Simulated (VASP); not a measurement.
# Cu (Fm-3m) in VASP: settings compared

One crystal, Cu, is run at these levels: PBE, PBEsol; tasks: equation of state.

All numbers are computed with VASP 6.6.1; they aren't measurements. Logs are shortened: lines on timing, memory, paths and dates and some standing lists are left out, and cuts for length are marked.

### 1 The structure

Symmetry: Fm-3m, No. 225, cubic system. The conventional cell has a = 3.615 Å, b = 3.615 Å, c = 3.615 Å, α = 90.00°, β = 90.00°, γ = 90.00°. Cu (site symmetry m-3m) is surrounded by 12 Cu at 2.56 Å.

### 2 Equation of state, PBE, 11.10 Å³/atom (volume scaled by 0.94)

The input, INCAR:

```
  PREC = Accurate
  ENCUT = 520
  EDIFF = 1E-7
  ISMEAR = -1
  SIGMA = 0.05
  LREAL = False
  LASPH = True
  NELM = 60
  ALGO = Normal
  ISIF = 2
  LWAVE = False
  LCHARG = False
  GGA = PE
  NBANDS = 12
```

The input, KPOINTS:

```
Automatic mesh
0
Gamma
  13 13 13
```

The input, POSCAR:

```
Cu
1.0
    0.0000000000      1.7706018915      1.7706018915
    1.7706018915      0.0000000000      1.7706018915
    1.7706018915      1.7706018915      0.0000000000
Cu
1
Direct
    0.0000000000      0.0000000000      0.0000000000
```

Potentials or basis: VASP PAW PBE potentials, release 64 (Cu).

Run with:

```bash
$ cat potpaw_PBE.64/Cu/POTCAR > POTCAR
$ mpirun -np 1 vasp_std > vasp.out
```

OUTCAR:

```text
PREC = Accurate
   ENCUT = 520
   EDIFF = 1E-7
   ISMEAR = -1
   LREAL = False
   LASPH = True
   NELM = 60
   ISIF = 2
   GGA = PE

 ion  position               nearest neighbor table
   1  0.000  0.000  0.000-

  LATTYP: Found a face centered cubic cell.
 ALAT       =     3.5412037830

  Lattice vectors:

 A1 = (   0.0000000000,   1.7706018915,   1.7706018915)
 A2 = (   1.7706018915,   0.0000000000,   1.7706018915)
 A3 = (   1.7706018915,   1.7706018915,   0.0000000000)

Analysis of symmetry for initial positions (statically):
=====================================================================
 Subroutine PRICEL returns:
 Original cell was already a primitive cell.

 Routine SETGRP: Setting up the symmetry group for a
 face centered cubic supercell.

 Subroutine GETGRP returns: Found 48 space group operations
 (whereof 48 operations were pure point group operations)
 out of a pool of 48 trial point group operations.

The static configuration has the point symmetry O_h .

Analysis of symmetry for dynamics (positions and initial velocities):
=====================================================================
 Subroutine PRICEL returns:
 Original cell was already a primitive cell.

 Routine SETGRP: Setting up the symmetry group for a
 face centered cubic supercell.

 Subroutine GETGRP returns: Found 48 space group operations
 (whereof 48 operations were pure point group operations)
 out of a pool of 48 trial point group operations.

The dynamic configuration has the point symmetry O_h .

 Subroutine INISYM returns: Found 48 space group operations
 (whereof 48 operations are pure point group operations),
 and found     1 'primitive' translations

----------------------------------------------------------------------------------------

                                     Primitive cell

  volume of cell :      11.1018

  direct lattice vectors                    reciprocal lattice vectors
     0.000000000  1.770601891  1.770601891    -0.282389849  0.282389849  0.282389849
     1.770601891  0.000000000  1.770601891     0.282389849 -0.282389849  0.282389849
     1.770601891  1.770601891  0.000000000     0.282389849  0.282389849 -0.282389849

  length of vectors
     2.504009209  2.504009209  2.504009209     0.489113565  0.489113565  0.489113565

  position of ions in fractional coordinates (direct lattice)
     0.000000000  0.000000000  0.000000000

  ion indices of the primitive-cell ions
   primitive index   ion index
                 1           1

----------------------------------------------------------------------------------------

 KPOINTS: Automatic mesh

Automatic generation of k-mesh.
 Grid dimensions read from file:
 generate k-points for:   13   13   13

 Generating k-lattice:

  Cartesian coordinates                     Fractional coordinates (reciprocal lattice)
    -0.021722296  0.021722296  0.021722296     0.076923077  0.000000000  0.000000000
     0.021722296 -0.021722296  0.021722296     0.000000000  0.076923077  0.000000000
     0.021722296  0.021722296 -0.021722296     0.000000000  0.000000000  0.076923077

  Length of vectors
     0.037624120  0.037624120  0.037624120

  Shift w.r.t. Gamma in fractional coordinates (k-lattice)
     0.000000000  0.000000000  0.000000000

 Subroutine IBZKPT returns following result:
 ===========================================

 Found     84 irreducible k-points:

 Following reciprocal coordinates:
            Coordinates               Weight
  0.000000  0.000000  0.000000      1.000000
  0.076923  0.000000  0.000000      8.000000
  0.153846  0.000000  0.000000      8.000000
  0.230769  0.000000  0.000000      8.000000
  0.307692  0.000000  0.000000      8.000000
  0.384615  0.000000  0.000000      8.000000
[... 42 lines left out ...]
 -0.461538  0.461538  0.000000     12.000000
  0.230769  0.153846  0.076923     24.000000
 [... further k-points ...]
   k-points           NKPTS =     84   k-points in BZ     NKDIM =     84   number of bands    NBANDS=     12
   number of dos      NEDOS =    301   number of ions     NIONS =      1
   total plane-waves  NPLWV =   8000
   dimension x,y,z NGX =    20 NGY =   20 NGZ =   20
   dimension x,y,z NGXF=    40 NGYF=   40 NGZF=   40
   ions per type =               1
   NGX,Y,Z   is equivalent  to a cutoff of  13.28, 13.28, 13.28 a.u.
   NGXF,Y,Z  is equivalent  to a cutoff of  26.56, 26.56, 26.56 a.u.
 SYSTEM =  unknown system
   PREC   = accura    normal or accurate (medium, high low for compatibility)
   ISTART =      0    job   : 0-new  1-cont  2-samecut
   ICHARG =      2    charge: 1-file 2-atom 10-const
   ISPIN  =      1    spin polarized calculation?
   LNONCOLLINEAR =      F non collinear calculations
   LSORBIT =      F    spin-orbit coupling
   LASPH  =      T    aspherical Exc in radial PAW
   ENCUT  =  520.0 eV  38.22 Ry    6.18 a.u.   4.66  4.66  4.66*2*pi/ulx,y,z
   NELM   =     60;   NELMIN=  2; NELMDL= -5     # of ELM steps
   EDIFF  = 0.1E-06   stopping-criterion for ELM
   LREAL  =      F    real-space projection
   EDIFFG = 0.1E-05   stopping-criterion for IOM
   NSW    =      0    number of steps for IOM
   IBRION =     -1    ionic relax: 0-MD 1-quasi-New 2-CG
   NFREE  =      0    steps in history (QN), initial steepest desc. (CG)
   ISIF   =      2    stress and relaxation
   ISYM   =      2    0-nonsym 1-usesym 2-fastsym
   POTIM  = 0.5000    time-step for ionic-motion
   TEBEG  =    0.0;   TEEND  =   0.0 temperature during run
   PSTRESS=    0.0 pullay stress
   NELECT =      11.0000    total number of electrons
   NUPDOWN=      -1.0000    fix difference up-down
   EMIN   =  10.00;   EMAX   =-10.00  energy-range for DOS
   EFERMI =   0.00;   METHOD = LEGACY
   ISMEAR =    -1;   SIGMA  =   0.05  broadening in eV -4-tet -1-fermi 0-gaus
   EFERMI_NEDOS =   21; number of points for ismear=-14 and -15
   IALGO  =     38    algorithm
   IMIX   =      4    mixing-type and parameters
     AMIX     =   0.40;   BMIX     =  1.00
     AMIX_MAG =   1.60;   BMIX_MAG =  1.00
  volume/ion in A,a.u.               =      11.10        74.92
  Fermi-wavevector in a.u.,A,eV,Ry     =   1.632080  3.084184 36.241641  2.663685
  Thomas-Fermi vector in A             =   2.724110
   LORBIT       =      0    0 simple, 1 ext, 2 COOP (PROOUT), +10 PAW based schemes
   GGA     = PE    functional components
   LHFCALC =     F    Hartree Fock is set to
   AEXX    =    0.0000 exact exchange contribution
   IVDW    =     0    specifies the selected vdW correction
   LEPSILON=     F    determine dielectric tensor
   LRPA    =     F    only Hartree local field effects (RPA)
 non-spin polarized calculation
  energy-cutoff  :      520.00
  volume of cell :       11.10
 maximum number of plane-waves:       307
   NGX =  9   NGY =  9   NGZ =  9

 number of electron      11.0000009 magnetization

 Free energy of the ion-electron system (eV)
  ---------------------------------------------------
  ext. energy  EPLUGINS =         0.00000000
  ---------------------------------------------------
  free energy    TOTEN  =        -3.69588801 eV

  energy without entropy =       -3.69317096  energy(sigma->0) =       -3.69452949

 E-fermi :   8.5709     XC(G=0): -13.0896

 val. band max:        8.3861361042   @ k =   0.4615   0.2308   0.0000
 cond. band min:       8.5908148483   @ k =   0.4615   0.3077   0.0000
 fundamental gap:      0.2046787442
 Fermi energy:         8.5709142704

 k-point     1 :       0.0000    0.0000    0.0000
  band No.  band energies     occupation
      1      -1.4550      2.00000
      2       5.1495      2.00000
      3       5.1495      2.00000
      4       5.1495      2.00000
      5       6.0540      2.00000
      6       6.0540      2.00000
      7      31.4655      0.00000
      8      34.5974      0.00000
      9      34.5974      0.00000
     10      34.5974      0.00000
     11      37.1556      0.00000
     12      37.1556      0.00000

 k-point     2 :       0.0769    0.0000    0.0000
  band No.  band energies     occupation
      1      -1.2301      2.00000
      2       5.0994      2.00000
      3       5.1931      2.00000
      4       5.1931      2.00000
      5       6.0370      2.00000
      6       6.0370      2.00000
      7      30.1877      0.00000
      8      32.6581      0.00000
      9      33.9777      0.00000
     10      33.9777      0.00000
     11      38.0692      0.00000
     12      38.0692      0.00000

 k-point     3 :       0.1538    0.0000    0.0000
  band No.  band energies     occupation
      1      -0.5714      2.00000
      2       4.9770      2.00000
      3       5.2873      2.00000
      4       5.2873      2.00000
      5       6.0206      2.00000
      6       6.0206      2.00000
      7      26.3478      0.00000
      8      32.0898      0.00000
      9      33.0509      0.00000
     10      33.0509      0.00000
     11      38.9300      0.00000
     12      39.4298      0.00000
[... 526 lines left out ...]
 k-point    39 :       0.3846    0.3077    0.0000
  band No.  band energies     occupation
      1       2.9384      2.00000
      2       3.9646      2.00000
      3       5.8380      2.00000
      4       6.2488      2.00000
      5       6.6074      2.00000
      6       7.0154      2.00000
      7      21.7476      0.00000
      8      22.1541      0.00000
      9      23.8575      0.00000
     10      27.9371      0.00000
     11      31.4078      0.00000
     12      47.9763      0.00000

 k-point    40 :       0.4615    0.3077    0.0000
  band No.  band energies     occupation
      1       3.3498      2.00000
      2       3.9474      2.00000
      3       5.6383      2.00000
      4       6.1821      2.00000
      5       6.7338      2.00000
      6       8.5908      0.80358
      7      18.5482      0.00000
      8      20.2555      0.00000
      9      23.7367      0.00000
     10      28.2320      0.00000
     11      34.1149      0.00000
     12      46.3889      0.00000

 [... further k-points ...]

------------------------ aborting loop because EDIFF is reached ----------------------------------------

  FORCE on cell =-STRESS in cart. coord.  units (eV):
  Direction    XX          YY          ZZ          XY          YZ          ZX
  --------------------------------------------------------------------------------------
  -------------------------------------------------------------------------------------
  Total        0.9012062      0.9012062      0.9012062     -0.0000000      0.0000000     -0.0000000
  in kB      130.0594748    130.0594748    130.0594748     -0.0000000      0.0000000     -0.0000000
  external PRESSURE =     130.0594748 kB  Pullay stress =       0.0000000 kB

 VOLUME and BASIS-vectors are now :
 -----------------------------------------------------------------------------
  energy-cutoff  :      520.00
  volume of cell :       11.10
      direct lattice vectors                 reciprocal lattice vectors
     0.000000000  1.770601891  1.770601891    -0.282389849  0.282389849  0.282389849
     1.770601891  0.000000000  1.770601891     0.282389849 -0.282389849  0.282389849
     1.770601891  1.770601891  0.000000000     0.282389849  0.282389849 -0.282389849

 POSITION                                       TOTAL-FORCE (eV/Angst)
 -----------------------------------------------------------------------------------
      0.00000      0.00000      0.00000         0.000000     -0.000000      0.000000
 -----------------------------------------------------------------------------------
    total drift:                                0.000000      0.000000      0.000000

  FREE ENERGIE OF THE ION-ELECTRON SYSTEM (eV)
  ---------------------------------------------------
  free  energy   TOTEN  =        -3.6958880055 eV

  energy  without entropy=       -3.6931709647  energy(sigma->0) =       -3.69452949
```

It took 9 s on 1 thread of Intel Xeon 6975P-C (Granite Rapids), shared host; peak memory 0.11 GiB.

What came out:

```yaml
Free_energy: -3.6959 eV
Pressure: 13.0 GPa
Band_gap_on_the_k_mesh: none (metal or under the smearing width)
```

(Part 1 of 2 ends here.)
